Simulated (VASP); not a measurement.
Crystal: C.

```
C
1.0
     0.00000    1.78337    1.78337
     1.78337    0.00000    1.78337
     1.78337    1.78337    0.00000
C
2
Direct
  0.75000 0.75000 0.75000
  0.50000 0.50000 0.50000
```

This isn't the form of C at room conditions, which is graphite.

A sound run:

- Program: VASP 6.6.1
- Task: dielectric tensor
- Functional: LDA
- Potentials or basis: VASP PAW LDA potentials, release 64 (C)
- Cutoff: 800 eV
- k mesh: 12 × 12 × 12
- Occupations: gaussian, width 0.01 eV
- Spin: no spin polarisation

It gives band gap on the k mesh 4.12 eV, indirect (least direct gap 5.54 eV).

**Question.** What do these careless settings give instead: cutoff 520 eV in place of 800 eV; k mesh 4 × 4 × 4 in place of 12 × 12 × 12?

**Answer.** Band gap on the k mesh 4.40 eV, indirect (least direct gap 5.53 eV). The run converged, but these numbers show the error of the settings and aren't properties of the crystal.
